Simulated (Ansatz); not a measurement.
# YN: a sweep of LAPW's basis error target

One table from this session's results is given with a row withheld; the runs are named, their logs left out.

Program: Ansatz 0.2.0. Level of theory: DFT, PBE, all-electron LAPW, scalar-relativistic. These are calculated values, not measurements.

1 further run of the same task is left out (set aside as unsound or not needed).

## The structure to begin with

It takes space group Fm-3m (No. 225, cubic). The conventional cell has a = 4.905 Å, b = 4.905 Å, c = 4.905 Å, α = 90.00°, β = 90.00°, γ = 90.00°. Around Y (site symmetry m-3m) lie 6 N at 2.45 Å. N (site symmetry m-3m) is surrounded by 6 Y at 2.45 Å.

As a file:

```xyz
2
Lattice="0.0000 2.4527 2.4527 2.4527 0.0000 2.4527 2.4527 2.4527 0.0000" Properties=species:S:1:pos:R:3 pbc="T T T"
Y     0.0000    0.0000    0.0000
N     2.4527    2.4527    2.4527
```

The structure (rocksalt type) was typed from a prototype and relaxed by PAW; whether it is the ground state wasn't tested.

Atoms are numbered in the order of the input: Y1, N2.

The first run:

Contents of input.yaml:

```yaml
crystal:
  lattice:
    - [0.0, 2.4526786639, 2.4526786639]
    - [2.4526786639, 0.0, 2.4526786639]
    - [2.4526786639, 2.4526786639, 0.0]
  atoms:
    - { symbol: "Y", position: [0.0, 0.0, 0.0] }
    - { symbol: "N", position: [0.5, 0.5, 0.5] }
kpoints:
  mp_grid: { grid: [15, 15, 15] }
scf:
  occupations: { method: fermi_dirac, width: 0.03 }
hamiltonian:
  xc: pbe
  pseudopotentials: { kind: all_electron, lapw: { basis_error: 0.03 } }
output:
  forces: true
  stress: true
  eigenvalues: true
```

Among the steps run: With basis error target 0.03 eV/atom; With basis error target 0.01 eV/atom; With basis error target 0.003 eV/atom; With basis error target 0.0001 eV/atom.

One table of the session follows, with a row left open; its other results are not shown here.

It belongs to the step «The sweep in one table». 

| basis error target (eV/atom) | pressure (GPa) |
| --- | --- |
| 0.03 | 0.10 |
| 0.01 | ? |
| 0.003 | 0.07 |
| 0.0001 | 0.07 |

Q: Estimate the row for basis error target (eV/atom) = 0.01 from the others.

Worked estimate for «pressure (GPa)». A straight line through the neighbours (0.03, 0.10) and (0.003, 0.07) gives 0.10 + (0.07 − 0.10) × (0.01 − 0.03) / (0.003 − 0.03) = 0.08; a parabola fitted to 3 rows on both sides gives 0.07.

As computed: pressure (GPa): 0.08. In «pressure (GPa)» the line misses by 0.00 and the parabola by -0.01.

Energies are those extrapolated to zero smearing.
